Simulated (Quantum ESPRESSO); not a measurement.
# Ge under changes of volume

One of the cells (19.607 Å³/atom); the others are scaled copies at fixed shape and fractional positions:

```xyz
1
Lattice="1.3971 -2.6005 0.0000 1.3971 2.6005 0.0000 0.0000 0.0000 2.6982" Properties=species:S:1:pos:R:3 pbc="T T T"
Ge    1.3971    0.0000    0.0000
```

This isn't the form of Ge at room conditions, which is diamond.

```yaml
Program: Quantum ESPRESSO 7.5
Functional: PBE
Potentials_or_basis: SSSP 1.3 efficiency PBE
Cutoff: 748 eV
Density_cutoff: 5987 eV
k_mesh: 11 × 11 × 10
Occupations: fermi-dirac, width 0.05 eV
Spin: no spin polarisation
```

```csv
volume (Å³/atom),energy over the lowest point (meV/atom),pressure (GPa)
18.431,?,?
18.823,3.48,2.2
19.215,0.01,0.7
19.607,0.00,-0.6
19.999,3.10,-1.8
20.391,8.97,-2.9
20.783,17.32,-3.8
```

**Question.** What does the run at 18.431 Å³/atom give?

**Answer.** Energy over the lowest point 10.83 meV/atom; pressure 3.9 GPa.

Worked out: A Birch-Murnaghan fit of order 3 (a polynomial in V^(-2/3)) to the other rows has its minimum at 19.41 Å³/atom with B0 = V·E''(V) = 66 GPa and B' = 4.5 at fixed shape and positions, which overstates the stiffness. It gives 10.83 meV/atom at 18.431 Å³/atom, against the run's 10.83, and -dE/dV = 3.9 GPa, against 3.9.

Energies are extrapolated to zero smearing.
